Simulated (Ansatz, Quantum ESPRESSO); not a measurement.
# Evanescent states of CaS, rock salt type, lattice constant set to 5.624 Å, part 3 of 4

Aim: how fast states decay in the gap of CaS, rock salt type, lattice constant set to 5.624 Å.

Quantum ESPRESSO 7.5; plane-wave DFT, LDA, GBRV ultrasoft pseudopotentials; cross-check by Ansatz 0.2.0 with PAW datasets.

So far. Step 2 (Ground state): The run needed 11 iterations to bring the estimated error under 1e-09 Ry.

## 3. Complex band structure (continued)

Level of this step: complex band structure by pwcond; plane-wave DFT, LDA, GBRV ultrasoft pseudopotentials (Quantum ESPRESSO).

K across = (1/4, 0) in the cell's reciprocal vectors; values within 0.0025 1/Å of each other count once, columns are sorted by size at each energy, a dash where no further value was kept. Table of Im kz of the slowest decaying states by energy, zero at the highest filled level of the SCF mesh:

| energy (eV) | decay 1 (Å⁻¹) | decay 2 (Å⁻¹) | decay 3 (Å⁻¹) |
| --- | --- | --- | --- |
| -1.92 | 0.783 | 0.804 | 1.25 |
| -1.68 | 0.717 | 0.765 | 1.21 |
| -1.44 | 0.055 | 0.63 | 0.736 |
| -1.20 | 0.176 | 0.484 | 0.725 |
| -0.96 | 0.234 | 0.647 | 0.729 |
| -0.72 | 0.274 | 0.663 | 0.731 |
| -0.48 | 0.051 | 0.245 | 0.303 |
| -0.24 | 0.233 | 0.324 | 0.367 |
| 0.00 | 0.321 | 0.428 | 0.577 |
| 0.24 | 0.347 | 0.465 | 0.567 |
| 0.72 | 0.375 | 0.501 | 0.551 |
| 0.96 | 0.381 | 0.508 | 0.543 |
| 1.20 | 0.383 | 0.51 | 0.535 |
| 1.44 | 0.382 | 0.507 | 0.526 |
| 1.68 | 0.377 | 0.501 | 0.517 |
| 1.92 | 0.37 | 0.491 | 0.505 |
| 2.16 | 0.36 | 0.477 | 0.492 |
| 2.40 | 0.347 | 0.461 | 0.475 |
| 2.64 | 0.331 | 0.441 | 0.453 |
| 2.88 | 0.311 | 0.417 | 0.421 |
| 3.12 | 0.287 | 0.363 | 0.389 |
| 3.36 | 0.227 | 0.257 | 0.356 |
| 3.60 | 0.218 | 0.315 | 0.526 |
| 3.84 | 0.161 | 0.265 | 0.509 |
| 4.08 | 0.196 | 0.492 | 0.681 |
| 4.32 | 0.06 | 0.084 | 0.138 |
| 4.56 | 0.072 | 0.153 | 0.452 |
| 4.80 | 0.037 | 0.427 | 0.603 |
| 5.28 | 0.365 | 0.438 | 0.534 |
| 5.52 | 0.323 | 0.429 | 0.49 |
| 5.76 | 0.27 | 0.4 | 0.432 |
| 6.00 | 0.187 | 0.191 | 0.34 |
| 6.24 | 0.253 | 0.413 | 1.50 |
| 6.48 | 0.081 | 0.116 | 0.465 |
| 6.72 | 0.218 | 0.24 | 0.249 |
| 6.96 | 0.051 | 0.279 | 0.287 |
| 7.20 | 0.066 | 0.309 | 0.509 |
| 7.44 | 0.318 | 0.325 | 0.551 |

The program's own clock; routines nest. Time by routine:

| routine | wall time (s) | calls |
| --- | --- | --- |
| PWCOND | 126.2 | 1 |
| scatter_forw | 83.64 | 160 |
| compbs | 40.05 | 160 |
| compbs_2 | 37.1 | 160 |
| local | 1.44 | 4 |
| init | 1.05 | 1 |
| poten | 0.28 | 1 |

## 4. Complex band structure, with nz1 = 11

How much does a setting matter? One run is repeated with a change.

cbs.w.in reads:

```
&inputcond
  outdir = './out'
  prefixl = 'scf'
  band_file = 'cbs.w'
  ikind = 0
  ewind = 4.0
  epsproj = 1e-05
  nz1 = 11
  energy0 = 7.44
  denergy = -0.24
/
4
  0.00000000 0.00000000 1.00000000
  0.50000000 0.00000000 1.00000000
  0.50000000 0.50000000 1.00000000
  0.25000000 0.00000000 1.00000000
40
```

Launch:

```console
OMP_NUM_THREADS=1 mpirun -n 2 pwcond.x -in cbs.w.in > cbs.w.out
```

Log:

```text
[banner, memory and clock lines left out]
Program PWCOND v.7.5 starts
[citation notice left out]

[...]
./out/scf.save/

     IMPORTANT: XC functional enforced from input :
     Exchange-correlation= PZ
                           (   1   1   0   0   0   0   0)
     Any further DFT definition will be discarded
     Please, verify this is what you really want

     Check: negative core charge=   -0.000001
     Reading collected, re-writing distributed wavefunctions

===== INPUT FILE containing the left lead =====

     GEOMETRY:

     lattice parameter (alat)  =       7.5150  a.u.
     the volume                =     600.2091 (a.u.)^3
     the cross section         =      56.4753 (a.u.)^2
     l of the unit cell        =       1.4142 (alat)
     number of atoms/cell      =            4
     number of atomic types    =            2

     crystal axes: (cart. coord. in units of alat)
               a(1) = (  1.0000  0.0000  0.0000 )
               a(2) = (  0.0000  1.0000  0.0000 )
               a(3) = (  0.0000  0.0000  1.4142 )

   Cartesian axes

     site n.     atom                  positions (alat units)
          1        Ca     tau(  1)=(  0.0000  0.0000  1.4142  )
          2        S      tau(  2)=(  0.5000  0.5000  1.4142  )
          3        Ca     tau(  3)=(  0.5000  0.5000  0.7071  )
          4        S      tau(  4)=(  0.0000  0.0000  0.7071  )

     nr1s                      =           32
     nr2s                      =           32
     nr3s                      =           45
     nr1sx                     =           32
     nr2sx                     =           32
     nr3sx                     =           45
     nr1                       =           36
     nr2                       =           36
     nr3                       =           48
     nr1x                      =           36
     nr2x                      =           36
     nr3x                      =           48

 _______________________________
  Radii of nonlocal spheres:

     type       ibeta     ang. mom.          radius (alat units)
       Ca         1         0                    0.2677
       Ca         2         0                    0.2677
       Ca         3         1                    0.2677
       Ca         4         1                    0.2677
       Ca         5         2                    0.2677
       Ca         6         2                    0.2677
       S          1         0                    0.2006
       S          2         0                    0.2006
       S          3         1                    0.2006
       S          4         1                    0.2006
       S          5         2                    0.2006
       S          6         2                    0.2006
----- General information -----

----- Complex band structure calculation -----

     nrx                       =           32
     nry                       =           32
     nz1                       =           11

     energy0               =         7.4E+00
     denergy               =        -2.4E-01
     nenergy               =         40
     ecut2d                =         4.0E+01
     ewind                 =         4.0E+00
     epsproj               =         1.0E-05

     number of k_|| points=    4
                       cryst. coord.
        k(    1) = (   0.0000000   0.0000000), wk =   0.2500000
        k(    2) = (   0.5000000   0.0000000), wk =   0.2500000
        k(    3) = (   0.5000000   0.5000000), wk =   0.2500000
        k(    4) = (   0.2500000   0.0000000), wk =   0.2500000
----- Information about left lead -----

     nocros                   =           36
     noins                    =           36
     norb                     =          108
     norbf                    =          108
     nrz                      =           45

      iorb      type   ibeta   ang. mom.   m       position (alat)
        1        1       1        0        1   taunew(   1)=(  0.0000  0.0000  0.0000)
        2        1       2        0        1   taunew(   2)=(  0.0000  0.0000  0.0000)
[...]
108        2       6        2        5   taunew( 108)=(  0.5000  0.5000  1.4142)
 ngper, shell number =          177          27
 ngper, n2d =          177          87
---  E-Ef =    7.4400000  k =    0.0000000   0.0000000
---  ie =          1  ik =          1
 Nchannels of the left tip =            2
 Right moving states:
   k1(2pi/a)   k2(2pi/a)   E-Ef (eV)
   0.2405821   0.0000000   7.4400000
   0.3930444  -0.0000000   7.4400000
 Left moving states:
   k1(2pi/a)   k2(2pi/a)   E-Ef (eV)
  -0.2405821  -0.0000000   7.4400000
  -0.3930444  -0.0000000   7.4400000

---  E-Ef =    7.2000000  k =    0.0000000   0.0000000
---  ie =          2  ik =          1
 Nchannels of the left tip =            2
 Right moving states:
   k1(2pi/a)   k2(2pi/a)   E-Ef (eV)
   0.1989916   0.0000000   7.2000000
   0.3703003  -0.0000000   7.2000000
 Left moving states:
   k1(2pi/a)   k2(2pi/a)   E-Ef (eV)
  -0.1989916  -0.0000000   7.2000000
  -0.3703003  -0.0000000   7.2000000
[... further energies and points left out ...]
---  E-Ef =   -1.6800000  k =    0.2500000   0.0000000
---  ie =         39  ik =          4
 Nchannels of the left tip =            2
 Right moving states:
   k1(2pi/a)   k2(2pi/a)   E-Ef (eV)
  -0.1558315  -0.0000000  -1.6800000
   0.1908363   0.0000000  -1.6800000
 Left moving states:
   k1(2pi/a)   k2(2pi/a)   E-Ef (eV)
   0.1558315  -0.0000000  -1.6800000
  -0.1908363   0.0000000  -1.6800000

---  E-Ef =   -1.9200000  k =    0.2500000   0.0000000
---  ie =         40  ik =          4
 Nchannels of the left tip =            2
 Right moving states:
   k1(2pi/a)   k2(2pi/a)   E-Ef (eV)
   0.0644943   0.0000000  -1.9200000
  -0.2386000  -0.0000000  -1.9200000
 Left moving states:
   k1(2pi/a)   k2(2pi/a)   E-Ef (eV)
  -0.0644943   0.0000000  -1.9200000
   0.2386000  -0.0000000  -1.9200000

[...]
```

It took 2.7 min on 2 MPI ranks of Intel Xeon Platinum 8488C (Sapphire Rapids), shared host; peak memory 0.14 GiB; 5.4 min of CPU time.

Beside the run it was changed from:

| quantity | this run | unchanged run | difference |
| --- | --- | --- | --- |
| peak of the smallest κ at the zone centre (Å⁻¹) | 0.219 | 0.219 | 0 |
| peak of the smallest κ at (1/2, 0) (Å⁻¹) | 0.548 | 0.548 | 0 |
| peak of the smallest κ at (1/2, 1/2) (Å⁻¹) | 0.263 | 0.263 | 0 |
| wall time (s) | 162 | 127 |  |

The physical values in this table stay within 0.05 %.

(Continued in part 4 of 4.)

[Logs are printed without paths, hosts, clocks, repeated set-up lines and the standing remarks that a program may print on its own settings, such as how far it seeks lower states.]

[Hosts, paths, dates, database ids (printed as entryN), source tags and the programs' standing remarks are cut or masked in the printed files.]

[Maps of the electrostatic potential energy from Ansatz leave out the sawtooth potential of an applied field or a dipole correction, so their vacuum need not be flat; planar profiles and work functions include it.]
